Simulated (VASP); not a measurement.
Write the native input for VASP 6.6.1 that does the following.

* Task: single point
* Functional: PBEsol
* Potentials or basis: VASP PAW PBE potentials, release 64 (Ba_sv, F)
* Cutoff: 700 eV
* k mesh: 6 × 6 × 6
* Occupations: gaussian, width 0.02 eV
* Spin: no spin polarisation
* Further INCAR settings: ALGO = Normal; EDIFF = 1e-06; NBANDS = 19

The structure of BaF2 lies in POSCAR:

```
BaF2
1.0
    0.0000000000      3.0878000000      3.0878000000
    3.0878000000      0.0000000000      3.0878000000
    3.0878000000      3.0878000000      0.0000000000
Ba F
1 2
Direct
    0.0000000000      0.0000000000      0.0000000000
    0.2500000000      0.2500000000      0.2500000000
    0.7500000000      0.7500000000      0.7500000000
```

The cell comes from a database or a generator and needn't be the stable form of this composition.

One way to write it, as run:

INCAR

```
ALGO = Normal ; EDIFF = 1E-6
ENCUT = 700 ; GGA = PS
ISIF = 2 ; ISMEAR = 0
LASPH = T ; LCHARG = T
LELF = T ; LREAL = F
LVHAR = T ; LWAVE = F
NBANDS = 19 ; NELM = 80
PREC = Accurate ; SIGMA = 0.02
```

KPOINTS

```
k-points
0
Gamma
  6 6 6
```

Potentials or basis: VASP PAW PBE potentials, release 64 (Ba_sv, F).

Command:

```bash
$ cat potpaw_PBE.64/Ba_sv/POTCAR potpaw_PBE.64/F/POTCAR > POTCAR
$ mpirun -np 1 vasp_std > vasp.out
```

Results of the run:

- Pressure: 0.0 GPa
- Band gap on the k mesh: 6.69 eV, indirect (least direct gap 6.77 eV)

Caveat: the PAW data sets were made with another functional, which shifts forces and pressure a little; spin-orbit coupling is left out, which moves the levels of the heavy elements.

It took 22 s on 1 thread of Intel(R) Xeon(R) Platinum 8488C (Sapphire Rapids) (shared host), peak memory 0.24 GiB.
